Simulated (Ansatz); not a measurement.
The system is NaH.

```xyz
2
Lattice="2.9551 0.0000 0.0000 0.0000 2.9551 0.0000 0.0000 0.0000 2.9551" Properties=species:S:1:pos:R:3 pbc="T T T"
Na    0.0000    0.0000    0.0000
H     1.4776    1.4776    1.4776
```

The cell comes from a database or a generator and needn't be the stable form of this composition.

* Program: Ansatz 0.2.0
* Task: relaxation of cell and atoms
* Functional: PBE
* Dispersion: D3(BJ)
* Potentials or basis: all-electron LAPW, scalar-relativistic
* Basis error allowed: 0.001 eV/atom
* k mesh: 9 × 9 × 9
* Occupations: fermi-dirac, width 0.05 eV
* Spin: no spin polarisation

At the start: volume 12.90 Å³/atom.

Problem. Where does the relaxation end?

Solution. Over 5 steps the energy falls by 4.8 meV/atom and the volume is 12.02 Å³/atom (-6.8 %); space group Pm-3m (No. 221, to 0.05 Å).

The path:
| step | energy change (eV) | largest force (eV/Å) | volume (Å³) |
| --- | --- | --- | --- |
| 1 | 0.0000 | 0.0000 | 25.81 |
| 2 | -0.0078 | 0.0000 | 24.77 |
| 3 | -0.0095 | 0.0000 | 23.96 |
| 4 | -0.0096 | 0.0000 | 24.04 |
| 5 | -0.0096 | 0.0000 | 24.04 |

Final structure:
```yaml
crystal:
  lattice:
    - [2.88627, 0.00000, 0.00000]
    - [0.00000, 2.88627, 0.00000]
    - [0.00000, 0.00000, 2.88627]
  atoms:
    - { symbol: Na, position: [0.00000, 0.00000, 0.00000] }
    - { symbol: H, position: [0.50000, 0.50000, 0.50000] }
```
